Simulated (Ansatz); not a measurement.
# HgTe (I-4m2) in Ansatz: a series of runs

One crystal, HgTe, is run at these levels: PBEsol; tasks: density of states, phonons, elastic constants.

All numbers are computed with Ansatz 0.2.0; they aren't measurements. Logs are shortened: lines on timing, memory, paths and dates and some standing lists are left out, and cuts for length are marked.

### 1 The structure

Symmetry: I-4m2, No. 119, tetragonal system. The conventional cell has a = 6.091 Å, b = 6.091 Å, c = 3.119 Å, α = 90.00°, β = 90.00°, γ = 90.00°. Around Hg (site symmetry -4m2) lie 2 Hg at 3.12 Å and 4 Te at 3.14 Å. Te (site symmetry -4m2) has 2 Te at 3.12 Å and 4 Hg at 3.14 Å as nearest neighbours.

Measurements of this composition are mostly on another form, of space group No. 216.

### 2 Density of states, PBEsol

File input.yaml:

```yaml
crystal:
  lattice:
    - [-3.045603, 3.045603, 1.55941]
    - [3.045603, -3.045603, 1.55941]
    - [3.045603, 3.045603, -1.55941]
  atoms:
    - { symbol: Hg, position: [0.75, 0.25, 0.5] }
    - { symbol: Te, position: [0.0, 0.0, 0.0] }
kpoints:
  mp_grid: { grid: [10, 10, 10] }
scf:
  occupations: { method: fermi_dirac, width: 0.05 }
hamiltonian:
  xc: pbesol
  pseudopotentials: { kind: all_electron, datasets: crystal }
output:
  forces: true
  stress: true
  eigenvalues: true
  dos: { projected: false, de: 0.1, e_range: [-14, 10] }
```

Potentials or basis: all-electron PAW datasets made for the crystal.

On the command line:

```bash
$ ansatz run input.yaml --threads 1 --pin off --max-ram 3072MiB --backend cpu --events-out ev --progress --plain --runs-dir out
```

Standard output:

```text
Warning: RAYON_NUM_THREADS=1 ignored (pool sized by the plan → 1); use --threads N
hamiltonian.pseudopotentials.datasets: crystal makes datasets for this crystal and solves the spheres of its atoms anew in each pass: cutoff 240.0 eV, the density's 960.0 eV; for an error of 0.50 meV an atom under PBE, 1.0 meV for the cell; an energy difference from a run of another recipe may be off by several times the error for the cell, under r2SCAN by more, where some 0.1 meV an atom stays at smaller errors; Te in spheres of 1.376 Å, 6 of its electrons in bands, 10 on its site; Hg in spheres of 1.376 Å, 12 of its electrons in bands; only band paths and densities of states list, in semicore columns, the levels of the semicore shells that are solved separately: 4d of Te
Engine: ansatz 0.2.0, aarch64-unknown-linux-gnu
Pseudopotentials: kind: all_electron
Pseudopotential: Hg, paw, valence charge 12, recommended cutoff 240 eV (normal), crystal/all_electron/pbesol/scalar/gaussian/Hg, Koelling and Harmon's equation, gaussian nucleus
Pseudopotential: Te, paw, valence charge 16, recommended cutoff 240 eV (normal), crystal/all_electron/pbesol/scalar/gaussian/Te, Koelling and Harmon's equation, gaussian nucleus
Functional definition: PBEsol
  exchange = pbesol_x
  correlation = pbesol_c
Crystal: 2 atoms, lattice volume = 57.858 Å³
Basis set: ecut = 240 eV, 475 PW (Γ), exchange–correlation on 48×48×48 points (8 copies of the dense FFT grid, shifted against one another)
Bands: 13, of which v1, the nominal top of the filled ones, is band 9 counted from 1 (8 counted from 0)
Symmetry: 8 space group operations
Space group: I-4m2 (ITA 119), of the structure as read, at distance tolerance 3.9e-5 Å
k-points: 102 of 1000 (time reversal used)
Non-local potential: Hg, projectors of the file, l = 0: 1, l = 1: 1, l = 2: 2
Non-local potential: Te, projectors of the file, l = 0: 1, l = 1: 1
PAW form: soft (Blöchl's): semilocal exchange-correlation on the pseudo side does not see the compensation charge
PAW one-centre angular grid: Hg, 590 points (default); XC on its mesh's 1813 points in the sphere
PAW one-centre angular grid: Te, 110 points (default); XC on its mesh's 1857 points in the sphere
Initial density: superposition of atomic densities (neutral atoms: chi_scale 0, normalization atom)
Initial wavefunctions: pseudopotential atomic-orbital guess
Functional: x = pbesol(κ = 0.804, μ = 0.12345679012345678), c = pbesol(β = 0.046)
iter 1 solved again at ethr=4.50e-3 eV; its pass at ethr=1.00e-1 eV (dr2=8.10e-1 eV) is discarded
SCF iter   1: F=—  HF=-718490.529612 eV  |F-HF|=—  |Δ(HF+E_count)|=         —  Δρ=2.22e-2  dr2=6.97e-1  ethr=4.50e-3  ⟨swp⟩=4.5  Hψ=8199  notcnv=0
preconditioner: auto → none  [metal: Δε(μ)=0.010 eV  Ē_g=9.633 eV  σ=0.050 eV  W_gap=0.05  n_scr=8 (ndim 8)  ℏωp=20.7 eV  f_vac=0.000  D(μ)=0.84/eV (n_scr^D=4)  sad-step TF]
SCF iter   2: F=—  HF=-718490.388638 eV  |F-HF|=—  |Δ(HF+E_count)|=   1.41e-1  Δρ=1.21e-2  dr2=2.02e-1  ethr=3.87e-3  ⟨swp⟩=2.4  Hψ=2696  notcnv=0
iter 3 solved again at ethr=7.89e-5 eV; its pass at ethr=1.12e-3 eV (dr2=1.42e-2 eV) is discarded
SCF iter   3: F=—  HF=-718490.328857 eV  |F-HF|=—  |Δ(HF+E_count)|=   5.98e-2  Δρ=3.87e-3  dr2=1.43e-2  ethr=7.89e-5  ⟨swp⟩=2.0  Hψ=6360  notcnv=0  defer=2
SCF iter   4: F=—  HF=-718490.328167 eV  |F-HF|=—  |Δ(HF+E_count)|=   6.90e-4  Δρ=1.56e-3  dr2=2.71e-3  ethr=7.89e-5  ⟨swp⟩=3.0  Hψ=2987  notcnv=0  defer=1
SCF iter   5: F=—  HF=-718490.329789 eV  |F-HF|=—  |Δ(HF+E_count)|=   1.62e-3  Δρ=3.54e-4  dr2=4.16e-5  ethr=1.50e-5  ⟨swp⟩=2.8  Hψ=3191  notcnv=0
SCF iter   6: F=—  HF=-718490.329827 eV  |F-HF|=—  |Δ(HF+E_count)|=   3.84e-5  Δρ=1.57e-4  dr2=2.38e-5  ethr=2.31e-7  ⟨swp⟩=3.0  Hψ=2715  notcnv=0
SCF iter   7: F=—  HF=-718490.329826 eV  |F-HF|=—  |Δ(HF+E_count)|=   8.73e-7  Δρ=1.79e-5  dr2=3.17e-7  ethr=1.32e-7  ⟨swp⟩=3.0  Hψ=2422  notcnv=0
SCF iter   8: F=-718490.329826 eV  HF=-718490.329826 eV  |F-HF|=1.16e-9  |Δ(HF+E_count)|=   1.78e-7  Δρ=2.82e-6  dr2=3.32e-9  ethr=1.76e-9  ⟨swp⟩=3.0  Hψ=2619  notcnv=0
SCF 1 converged in 8 iterations: F = -718490.329826 eV  dr2 = 3.32e-9
  Residual-converged pass: ⟨swp⟩=3.6  Hψ=3264  notcnv=0  max |occ|·‖R‖ = 5.2e-6 eV (tolerance 5.3e-6 eV)  dr2=3.49e-9  dr2_onsite=1.91e-9  max |Δocc| = 1.1e-9
SCF converged after 8 iterations
Free energy (F): -718490.329826 eV
Harris-Foulkes:  -718490.329826 eV  (|F-HF|=1.16e-9)
Internal energy: -718490.319747 eV  (E = F + TS)
E sigma→0 (E₀):  -718490.324787 eV
Entropy (-TS):   -0.010079 eV (-5.040 meV/atom)
Past the cutoff: the bands carry plane waves up to 1.75 times it, of which those up to 1.5 times it add -0.000292 eV an atom, each by itself; the spheres take 0.000661 eV an atom off the energy for waves past 1.75 times it
By the cutoff:   a pressure is off by up to 0.009 GPa (1.2 times the spheres' own share and the shells' term, over an atom's volume, and 0.004 GPa: a bound that held against runs at twice the plane waves)
Past the cutoffs: a stress includes 0.0011 GPa for waves and charges beyond them, in addition to the slope of what the spheres take
In the spheres:  the bands' charges fall short by 5.7e-6 e at most (sound up to 1e-3), those of shells solved beside the bands by 3.5e-7 e (sound up to 5e-4)
Fermi energy:    13.275126 eV
--- Per-component energies (eV) ---
  E_band       = 134.717872
  E_kinetic    = 232.593574
  E_local      = -1916.740926  (includes V_loc(G=0)·N_el)
  E_nonlocal   = 346.530577
  E_hartree    = 907.389119
  E_xc         = -164.348311
  E_vxc        = -177.852667  (∫ρ·V_xc dr)
  E_paw        = -722132.153442  (= ΣΔE_a)
  E_vpaw       = -7054.728018  (= ΣTr[D̂ρ^β])
  E_ewald      = -2653.730170
  E_smearing   = -0.010079  (= −TS)
  E_closure    = 6890.139832  (closes the sum)
  Σ components = -718490.329826   (vs F -718490.329826, Δ=0.00e0)
  The terms above E_closure are by the made datasets' own strengths, without shells solved beside the bands.
--- Forces (eV/Å), atoms counted from 1 ---
  atom   1  Hg     0.00000000     0.00000000     0.00000000
  atom   2  Te     0.00000000     0.00000000     0.00000000
  max |Σ_I F_I| component: 6.16e-17 eV/Å
--- Stress (GPa, compression-positive) ---
       -4.736323       0.000000       0.000000
        0.000000      -4.736323       0.000000
        0.000000       0.000000      -0.474596
  P = ⅓ Tr σ = -3.3157 GPa (-33.157 kbar)
  It holds what live shells' own plane waves past their cutoff add
--- Band table (eV; the first three rows and the last of 102) ---
  k-point 0: bands = ["0.8630", "5.8991", "6.6050", "6.6848", "7.1180", "7.1180", "9.8285", "10.8830", "10.8830", "16.8011", "17.8871"]
  k-point 1: bands = ["0.9050", "5.8968", "6.6082", "6.6494", "7.1171", "7.1244", "9.1815", "11.0013", "11.5448", "16.7690", "17.9537"]
  k-point 2: bands = ["1.0209", "5.8893", "6.5636", "6.6019", "7.1151", "7.1390", "8.3094", "11.3280", "12.4821", "16.6835", "17.7051"]
  k-point 101: bands = ["1.4801", "5.8599", "6.9008", "7.1481", "7.1481", "7.1751", "8.9046", "8.9844", "8.9844", "16.4655", "20.6722"]
```

Wall time 15 s (1 thread of Arm Neoverse V2, shared host); peak memory 0.62 GiB.

What came out:

- Free energy: -718490.3298 eV
- Pressure: -3.3 GPa
- Band gap on the k mesh: none (metal or under the smearing width)

Stress tensor (GPa, compression positive):
```
-4.74  0.00  0.00
 0.00 -4.74  0.00
 0.00  0.00 -0.47
```

States per cell in windows of 0.5 eV (zero at the Fermi level; states under -8 eV left out):
```csv
from (eV),total
-8.0,0.00
-7.5,0.86
-7.0,5.18
-6.5,3.93
-6.0,0.33
-5.5,0.40
-5.0,0.35
-4.5,0.80
-4.0,0.24
-3.5,0.32
-3.0,0.62
-2.5,0.69
-2.0,0.56
-1.5,0.84
-1.0,0.46
-0.5,0.41
0.0,0.55
0.5,0.50
1.0,0.33
1.5,0.31
2.0,0.33
2.5,0.47
3.0,0.45
3.5,0.42
4.0,0.62
4.5,0.75
5.0,0.67
5.5,0.90
6.0,0.47
6.5,0.41
7.0,0.27
7.5,0.20
```

Caveat: the program warned that the printed levels may be off, so bands, gaps and densities of states are rough.

### 3 Phonons, PBEsol

input.yaml: that of step 2 with these lines changed.

```diff
@@ -14,7 +14,6 @@
   xc: pbesol
-  pseudopotentials: { kind: all_electron, datasets: crystal }
-output:
-  forces: true
-  stress: true
-  eigenvalues: true
-  dos: { projected: false, de: 0.1, e_range: [-14, 10] }
+  pseudopotentials: { kind: all_electron, lapw: { basis_error: 0.001 } }
+output: {}
+phonons:
+  method: fd
+  supercell: [1, 1, 1]
```

Potentials or basis: all-electron LAPW, scalar-relativistic.

On the command line:

```bash
$ ansatz run input.yaml --threads 1 --pin off --max-ram 3072MiB --backend cpu --events-out ev --progress --plain --runs-dir out
```

Standard output:

```text
Warning: RAYON_NUM_THREADS=1 ignored (pool sized by the plan → 1); use --threads N
LAPW: plane waves up to 7.644 Å⁻¹, error target 1.0e-3 eV per atom; small_component_spin mean_spin; Te in spheres of 1.513 Å, 24 of its electrons in bands, Dirac shells []; Hg in spheres of 1.513 Å, 34 of its electrons in bands, Dirac shells [] (how accurate: hamiltonian.pseudopotentials.lapw.basis_error, Limitations)
Engine: ansatz 0.2.0, aarch64-unknown-linux-gnu
Pseudopotentials: kind: all_electron
Pseudopotential: Hg, LAPW, valence charge 34, lapw/all_electron/scalar/gaussian/Hg, Koelling and Harmon's equation, gaussian nucleus
Pseudopotential: Te, LAPW, valence charge 24, lapw/all_electron/scalar/gaussian/Te, Koelling and Harmon's equation, gaussian nucleus
Functional definition: PBEsol
  exchange = pbesol_x
[... 88 lines left out ...]
  k-point 101: bands = ["-146.0295", "-101.3925", "-96.1622", "-96.1150", "-96.1150", "-79.3858", "-79.3822", "-79.3822", "-79.3738", "-79.3721", "-79.3633", "-79.3633", "-49.7931", "-49.7775", "-49.7775", "-23.6280", "-23.5629", "-23.5629", "-23.5336", "-23.5332", "1.4801", "5.8595", "6.9010", "7.1479", "7.1479", "7.1754", "8.9045", "8.9845", "8.9845", "16.4652", "20.6722", "21.2715", "21.2715", "25.4970", "26.5775"]
--- Phonons: 4 displaced members + reference (amplitude 0.01 Å, Σ member SCF iterations 22) ---
  symmetry images taken by strict's conditions (phonons.symmetry_images: auto; settled by no image being taken that strict refuses)
  ASR residual: 9.520e-5 → 0.000e0 eV/Å²; symmetrization residual: 4.571e-5 eV/Å²
  largest component of a force at the reference: 1.4e-17 eV/Å
  ASR residual per site (eV/Å²): 9.52e-5 2.37e-5
  Γ frequencies (cm⁻¹): 0.00 0.00 0.00 24.97 60.74 60.74
  density of states and harmonic sums: on the 22×22×14 q-mesh, interpolated from the force constants of a 1×1×1 supercell (no non-analytic term)
  largest difference from the sums on the solved wave vectors: F 9.39e-1 eV, S 1.20e-3 and C_V 2.58e-4 eV/K
  zero-point energy: 0.012278 eV/cell   skipped modes (ω ≤ 0): 3   left out of the sums: 7.38e-5 of the cell's modes: C_V's classical limit lies that fraction below 3 k_B per atom; for a crystal, a wire or a layer, F and S can be off by more, and a phonons.interpolated_qmesh denser along its periods is the remedy for the sampling
```

phdos.tsv:

```text
# omega_inv_cm	omega_thz	g_bin_mean(omega)[modes/inv_cm]
# format = ansatz-phdos/2
# interpolated_qmesh = 22 22 14
# force_constants_supercell = 1 1 1
# lo_to_splitting: not included (the non-analytic LO-TO correction is not applied to the interpolated dynamical matrix; polar crystals: no LO-TO splitting at GAMMA, and LO and other optical branches, acoustic branches and sound speeds, and with them the density of states and the thermodynamics, can be off between the wave vectors that the force constants were sampled on, most near GAMMA; a larger extent of the force constants narrows that region and is not shown to mend the acoustic slopes)
# g_bin_mean(omega): the modes in a bin one row spacing wide, centred on omega, divided by that spacing. A flat band (one whose frequency is the same at every q-point) is counted whole in the row whose bin holds it (on the edge of two bins, in the lower row). The modes of the run's own cell are the sum of g_bin_mean times the row spacing in inv_cm (a plain sum, not the trapezoid rule); for a one-atom cell on a GAMMA-only q-mesh every row is zero, so that sum is 0, not 3
0.000000	0.000000	1.526163e-7
0.121480	0.003642	3.968024e-6
0.242960	0.007284	1.495640e-5
0.364440	0.010926	3.327035e-5
0.485920	0.014568	5.890989e-5
0.607400	0.018209	9.187502e-5
[... 493 lines left out ...]
60.618548	1.817298	7.973069e-3
60.740028	1.820940	3.230141e-4
```

phthermo.tsv:

```text
# format = ansatz-phthermo/1
# interpolated_qmesh = 22 22 14
# force_constants_supercell = 1 1 1
# non_analytic_term = not included (the non-analytic LO-TO correction is not applied to the interpolated dynamical matrix; polar crystals: no LO-TO splitting at GAMMA, and LO and other optical branches, acoustic branches and sound speeds, and with them the density of states and the thermodynamics, can be off between the wave vectors that the force constants were sampled on, most near GAMMA; a larger extent of the force constants narrows that region and is not shown to mend the acoustic slopes)
# zero_point_energy_ev = 1.2277669281e-2
# n_skipped_modes = 3
# share_of_modes_left_out = 7.3789846517e-5
# rigid_motions_known_by = geometry
# t_k	f_vib_ev	s_ev_per_k	c_v_ev_per_k
0.0000	1.2277669281e-2	0.0000000000e0	0.0000000000e0
10.0000	1.2002134860e-2	8.7333792619e-5	1.6239742181e-4
20.0000	1.0280147467e-2	2.5703608706e-4	3.2955890718e-4
30.0000	6.9301785644e-3	4.0831780509e-4	4.1197065827e-4
40.0000	2.2034784438e-3	5.3296776056e-4	4.5205255847e-4
50.0000	-3.6584418117e-3	6.3636671871e-4	4.7344346991e-4
[... 93 lines left out ...]
990.0000	-1.6237485687e0	2.1572732750e-3	5.1688050016e-4
1000.0000	-1.6453473191e0	2.1624681098e-3	5.1688291434e-4
```

Wall time 9.4 min (1 thread of Arm Neoverse V2, shared host); peak memory 0.91 GiB.

Results:

```
Free energy                   : -718490.3295 eV
Band gap on the k mesh        : none (metal or under the smearing width)
Highest phonon frequency at Γ : 61 cm⁻¹
```

Phonon frequencies in cm⁻¹ (negative: imaginary):
| q point | frequencies |
| --- | --- |
| (0.000, 0.000, 0.000) | 0 0 0 25 61 61 |

Caveat: a metal's response needs a denser mesh.

### 4 Elastic constants, PBEsol

input.yaml: that of step 3 with these lines changed.

```diff
@@ -9,3 +9,3 @@
 kpoints:
-  mp_grid: { grid: [10, 10, 10] }
+  mp_grid: { grid: [8, 8, 8] }
 scf:
@@ -15,5 +15,7 @@
   pseudopotentials: { kind: all_electron, lapw: { basis_error: 0.001 } }
-output: {}
-phonons:
-  method: fd
-  supercell: [1, 1, 1]
+output:
+  forces: true
+  stress: true
+elastic:
+  mode: relaxed_ion
+  stencil: two_point
```

On the command line:

```bash
$ ansatz run input.yaml --threads 1 --pin off --max-ram 3072MiB --backend cpu --events-out ev --progress --plain --runs-dir out
```

Run time: 18 min. Hardware: 1 thread of Arm Neoverse V2, shared host; peak memory 0.73 GiB.

It converged, with:

```
Free energy            : -718490.4101 eV
Pressure               : -3.7 GPa
Band gap on the k mesh : none (metal or under the smearing width)
Voigt bulk modulus     : 35 GPa
```

Stress tensor (GPa, compression positive):
```
-4.02  0.00  0.00
 0.00 -4.02  0.00
 0.00  0.00 -3.07
```

Levels at points of the mesh, in eV from the Fermi level:
```
              k point  band 27  band 28  band 29  band 30  band 31  band 32
   (0.00, 0.00, 0.00)    -3.50    -2.48    -2.48     3.39     4.54     6.82
  (0.00, 0.00, -0.50)    -6.08    -0.93     1.44     1.87     2.80     3.36
  (0.00, -0.50, 0.00)    -4.58    -1.97    -1.14    -0.19     3.15     3.73
(-0.50, -0.50, -0.50)    -4.41    -4.37    -4.37     3.06     7.30     7.92
```

Elastic tensor in Voigt notation (GPa, in the Cartesian axes of the cell as first typed):
```
 30  56   6   0   0   0
 56  30   6   0   0   0
  7   7 116   0   0   0
  0   0   0   5   0   0
  0   0   0   0   5   0
  0   0   0   0   0  18
```

Caveat: the k mesh is thin for a metal, which can move the energy by tens of meV per atom; a metal's response needs a denser mesh; the cell is more than 3 GPa from zero pressure, which shifts response properties; the elastic tensor has a negative eigenvalue, so either the cell is unstable as it stands or the mesh is too thin.

### 5 Overview

| task | potentials or basis | k mesh | cutoff (eV) | basis error allowed | gap on the mesh (eV) | pressure (GPa) |
| --- | --- | --- | --- | --- | --- | --- |
| density of states | all-electron PAW datasets made for the crystal | 10 × 10 × 10 | 240 | - | none | -3.3 |
| phonons | all-electron LAPW, scalar-relativistic | 10 × 10 × 10 | 223 | 0.001 eV/atom | none | - |
| elastic constants | all-electron LAPW, scalar-relativistic | 8 × 8 × 8 | 223 | 0.001 eV/atom | none | -3.7 |

Alike in all rows: level PBEsol; no spin polarisation; cell as given; smearing fermi-dirac 0.05 eV.

Caveats: a metal's response needs a denser mesh (some runs); the program warned that the printed levels may be off, so bands, gaps and densities of states are rough (some runs); the k mesh is thin for a metal, which can move the energy by tens of meV per atom (some runs); the cell is more than 3 GPa from zero pressure, which shifts response properties (some runs); the elastic tensor has a negative eigenvalue, so either the cell is unstable as it stands or the mesh is too thin (some runs).

Compare energies only between runs with the same functional and basis.
